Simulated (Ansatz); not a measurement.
Here is the system:

CsPbI$_{3}$ (cubic perovskite)

```cif
data_CsI3Pb
_chemical_formula_sum 'Cs1 Pb1 I3'
_space_group_name_H-M_alt 'P 1'
_space_group_IT_number 1
_cell_length_a 6.39047
_cell_length_b 6.39047
_cell_length_c 6.39047
_cell_angle_alpha 90.000
_cell_angle_beta 90.000
_cell_angle_gamma 90.000
loop_
_space_group_symop_operation_xyz
  'x, y, z'
loop_
_atom_site_label
_atom_site_type_symbol
_atom_site_fract_x
_atom_site_fract_y
_atom_site_fract_z
_atom_site_occupancy
Cs1 Cs 0.00000 0.00000 0.00000 1
Pb1 Pb 0.50000 0.50000 0.50000 1
I1 I 0.00000 0.50000 0.50000 1
I2 I 0.50000 0.50000 0.00000 1
I3 I 0.50000 0.00000 0.50000 1
```

E(V) scan at fixed shape, V₀ the volume above. Symmetry pins the atoms to their sites.

Level of theory: PBE (plane waves to 420 eV, PAW, scalar-relativistic; Ansatz, a program for electronic structure). k mesh 5×5×5 (Γ-centred), Fermi-Dirac smearing 0.05 eV. The energy includes the smearing's −TS. Compression counts positive. CsPbI3 was relaxed with its symmetry unable to fall. Spin-orbit coupling is left out, though I and Pb are heavy. This is a high-temperature form of CsPbI3. The zero of ΔE is the relaxed starting cell.

The scan covers V/V₀ from 0.900 to 1.100 in 13 points.

Q: What pressure does the cell carry at V/V₀ = 0.900?

A: 1.98 GPa.

Q: What is ΔE at V/V₀ = 1.100?

A: 19.9 meV/atom.

Q: What is ΔE at V/V₀ = 0.900?

A: 29.2 meV/atom.

(Under strain, the slope of the energy per volume gives the stress and its curvature an elastic modulus.)
